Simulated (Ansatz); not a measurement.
## TiO₂: energy along a strain

TiO₂, P4_2/mnm, a = 4.591 Å, c = 2.939 Å. The compound has several low-lying forms, and this is one of them. Ansatz: PBEsol, PAW, 420 eV, Γ-centred 6×6×10 mesh on 6 atoms, Gaussian smearing 0.05 eV; no spin polarisation. Cell vectors (Å): 4.591 0.000 0.000; 0.000 4.591 0.000; 0.000 0.000 2.939. The cell is strained by x per cent times the pattern (0 0 0 1 0 0) in the order xx yy zz yz xz xy (engineering shears), with fractional coordinates held. y is the free energy over the start, V0 = 10.325 Å³/atom. Symmetry makes y even in x. Points with a strain past 8.5 % were computed too (2) and aren't used here.

```tsv
x (%)	y (meV/atom)
-5.00	11.79
0.00	0.00
1.25	0.73
2.50	2.94
3.75	6.62
6.25	18.42
7.50	?
```

Problem. Fit y = c2 x² + c4 x⁴ to the other rows, get the stiffness along the pattern, and predict the missing energy.

Solution. Least squares on the rows shown. y = 0.47077 x² + 2.1466×10⁻⁵ x⁴. The clamped-ion stiffness p·C·p = 2 × 4.708 eV × 160.2 / 10.325 Å³ = 146 GPa, which is C44 in these axes. At x = 7.50 the fit asked for gives 26.55 meV/atom. The run gave 26.57 meV/atom, so the fit is 0.02 meV/atom too low, a small miss on the scale of the series.

Cost: 9 runs of about 1.4 core-minutes in all, on Intel Xeon Platinum 8488C (Sapphire Rapids) (shared hosts).